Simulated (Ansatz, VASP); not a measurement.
**Sb: VASP beside Ansatz**

```xyz
2
Lattice="3.3119 0.0000 0.0000 -1.6559 2.8682 0.0000 0.0000 0.0000 5.2396" Properties=species:S:1:pos:R:3 pbc="T T T"
Sb    0.0000    1.9121    1.3099
Sb    1.6559    0.9561    3.9297
```

Change from the starting cell: volume scaled by 0.95, PAW files.

Alike in both runs: task electric field gradients; functional PBE; k mesh 12 × 12 × 7; occupations fermi-dirac, width 0.03 eV; no spin polarisation.

|  | VASP | Ansatz |
| --- | --- | --- |
| version | VASP 6.6.1 | Ansatz 0.2.0 |
| potentials or method | VASP PAW PBE potentials, release 64 (Sb) | PAW with Ansatz's default frozen-core files, scalar-relativistic |
| plane-wave cutoff (eV) | 520 | 420 |
| valence electrons in the cell | 10 | 30 |

```csv
,VASP,Ansatz,Ansatz less VASP
pressure (GPa),7.1,7.2,+0.13
largest component of the traceless stress (GPa),0.93,0.94,+0.002
Vzz of the field gradient on the site that differs most (V/Å²),17.7,19.4,+1.70
```

The two sets of potentials don't hold the same shells in valence. Ansatz warned: «gradients_without_spin_orbit».

Spin-orbit coupling is left out, which matters for the levels of Sb.
